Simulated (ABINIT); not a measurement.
SrO: equation of state with PW91

The system is SrO.

```
Sr O
1.0
     0.00000    2.56630    2.56630
     2.56630    0.00000    2.56630
     2.56630    2.56630    0.00000
Sr O
1 1
Direct
  0.50000 0.50000 0.50000
  0.00000 0.00000 0.00000
```

```
Program             : ABINIT 10.8.3 (patched build)
Task                : equation of state
Functional          : PW91
Potentials or basis : JTH PAW PBE v2.0
Cutoff              : 626 eV
k mesh              : 9 × 9 × 9
Occupations         : fermi-dirac, width 0.05 eV
Spin                : no spin polarisation
```

- Equilibrium volume: 17.40 Å³/atom
- Bulk modulus: 86 GPa
- Pressure derivative of the bulk modulus: 4.5

Energy against volume, from the lowest point:
```csv
volume (Å³/atom),energy (meV/atom)
15.887,41.19
16.225,23.73
16.563,11.35
16.901,3.60
17.239,0.00
17.577,0.09
17.915,3.52
```

It took 2.3 min on 1 thread of Arm Neoverse V1, on a shared host, peak memory 0.15 GiB.

Caveat: pressures at fixed basis lie under the slope of the energies; the PAW data sets were made with another functional, which shifts forces and pressure a little. Zero-point motion and thermal expansion aren't in these numbers.
